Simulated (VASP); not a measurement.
Input of a VASP 6.6.1 run:

Contents of run.py:

```python
from ase.calculators.vasp import Vasp
from ase.dft.bandgap import bandgap
from ase.spacegroup import crystal

atoms = crystal(
    ['Hg', 'Te'],
    basis=[[0.0, 0.0, 0.0], [0.5, 0.0, 0.0]],
    spacegroup=225,
    setting=1,
    cellpar=[6.36, 6.36, 6.36, 90.0, 90.0, 90.0],
    primitive_cell=True,
)
calc = Vasp(
    directory='calc',
    xc='pbe',
    pp='PBE',
    setups='minimal',
    prec='Accurate',
    encut=500,
    ediff=1e-06,
    ismear=0,
    sigma=0.05,
    lreal=False,
    lasph=True,
    nelm=100,
    algo='Normal',
    isif=2,
    lwave=False,
    lcharg=True,
    lelf=True,
    lvhar=True,
    kpts=[7, 7, 7],
    gamma=True,
    nbands=16,
)
atoms.calc = calc

print('energy (eV):', atoms.get_potential_energy())
print('free energy (eV):', atoms.get_potential_energy(force_consistent=True))
print('forces (eV/A):')
print(atoms.get_forces())
print('stress (eV/A^3, Voigt):', atoms.get_stress())
print('Fermi level (eV):', calc.get_fermi_level())
gap, top, bottom = bandgap(calc)
print('band gap (eV):', gap, 'from (spin, k, band)', top, 'to', bottom)
```

Potentials or basis: VASP PAW PBE potentials, release 64 (Hg, Te).

Run with:

```console
$ python run.py
```

What does it give for the band gap on the k mesh?

None (metal or under the smearing width).

Estimate the pressure.

-3.7 GPa.

Spin-orbit coupling is left out, which matters for the levels of Hg, Te.
